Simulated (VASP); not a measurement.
Set up this calculation in VASP 6.6.1, as the native input.

- Task: single point
- Functional: PBEsol
- Potentials or basis: VASP PAW PBE potentials, release 64 (Na_pv, H)
- Cutoff: 520 eV
- k mesh: 8 × 8 × 8
- Occupations: gaussian, width 0.01 eV
- Spin: no spin polarisation
- Dipole correction: no
- Further INCAR settings: ALGO = Normal; EDIFF = 1e-06; NBANDS = 11

The structure of NaH lies in POSCAR:

```
NaH
1.0
    0.0000000000      2.3384429473      2.3384429473
    2.3384429473      0.0000000000      2.3384429473
    2.3384429473      2.3384429473      0.0000000000
Na H
1 1
Direct
    0.0000000000      0.0000000000      0.0000000000
    0.5000000000      0.5000000000      0.5000000000
```

These files were run (other wordings do the same):

INCAR

```
PREC = Accurate
ENCUT = 520
EDIFF = 1E-6
ISMEAR = 0
SIGMA = 0.01
LREAL = False
LASPH = True
NELM = 100
ALGO = Normal
ISIF = 2
LWAVE = False
LCHARG = False
GGA = PS
NBANDS = 11
```

KPOINTS

```
regular mesh
0
Gamma
  8 8 8
```

Potentials or basis: VASP PAW PBE potentials, release 64 (Na_pv, H).

Command:

```sh
$ cat potpaw_PBE.64/Na_pv/POTCAR potpaw_PBE.64/H/POTCAR > POTCAR
$ mpirun -np 1 vasp_std > vasp.out
```

Results of the run:

```yaml
Pressure: 2.0 GPa
Band_gap_on_the_k_mesh: 3.72 eV, indirect (least direct gap 4.66 eV)
```

Caveat: the PAW data sets were made with another functional, which shifts forces and pressure a little.

It used 5.5 s of CPU time on 1 thread of Intel(R) Xeon(R) Platinum 8488C (Sapphire Rapids) (shared host), which was overloaded at the time.
